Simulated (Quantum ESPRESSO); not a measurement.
PbSe (Clausthalite): Wannier functions under several settings

```
Pb Se
1.0
     0.00000    3.06065    3.06065
     3.06065    0.00000    3.06065
     3.06065    3.06065    0.00000
Pb Se
1 1
Direct
  0.00000 0.00000 0.00000
  0.50000 0.50000 0.50000
```

All runs used Quantum ESPRESSO 7.5; potentials PseudoDojo 0.4.1 SR PBE standard; k mesh 8 × 8 × 8; given cell; no spin polarisation; cutoff 1170 eV; occupations fermi-dirac, width 0.05 eV.

```csv
level,start,Wannier mesh,functions,spread a function (Å²),RMS miss of the bands (meV)
PBE,atomic projections with disentanglement,5 × 5 × 5,13,1.42,13
PBE,"atomic projections with disentanglement, not minimised",5 × 5 × 5,13,1.39,22
PBE,SCDM with an erfc weight,5 × 5 × 5,13,1.43,17
PBE,SCDM on the occupied bands,5 × 5 × 5,?,?,?
```

What stands in the row left open?

Functions 10; spread a function 1.57 Å²; RMS miss of the bands 43 meV.

Caveats: the Wannier minimisation didn't converge (some runs).

For the row left open. Caveat: the Wannier minimisation didn't converge.
